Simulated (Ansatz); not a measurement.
**PbSe: elastic constants from stress and strain**

```
CELL_PARAMETERS angstrom
0.00000 3.06215 3.06215
3.06215 0.00000 3.06215
3.06215 3.06215 0.00000
ATOMIC_POSITIONS crystal
Pb 0.00000 0.00000 0.00000
Se 0.50000 0.50000 0.50000
```

Atom numbers follow the list: Pb1, Se2.

The cell is COD entry 9008695, as deposited and not checked against the literature; nothing was relaxed.

No spin–orbit coupling, which matters for the heavy atoms here.

Theory: DFT, PBEsol, all-electron LAPW, scalar-relativistic in Ansatz 0.2.0.

Settings: a Γ-centred 9×9×9 k mesh, Fermi–Dirac smearing of 0.01 eV, basis error target 0.25 meV/atom, no spin polarisation.

The unstrained cell is at -0.58 GPa. Large strains and very small stresses are left out. Each strain is applied once, with fractional coordinates held (clamped ions), and σ below is the change of stress, positive in tension. One finite strain gives stress–strain coefficients at this pressure with an error of the order of the strain times third-order constants, a few per cent for each per cent of strain.

(1) With equal xy, yz and zx engineering shear strains of +1 %, the run gives σxy = 0.18 GPa and γxy = 2εxy = 0.0100. Which stiffness follows?

(2) Estimate the stiffness probed by this change, and the stress that it gives: equal xy, yz and zx engineering shear strains of -1 %.

Results:

(1) C44 (clamped ions) = σxy/γxy = 18 GPa.

(2) σxy = -0.17 GPa and γxy = 2εxy = -0.0100, so C44 (clamped ions) = σxy/γxy = 17 GPa.
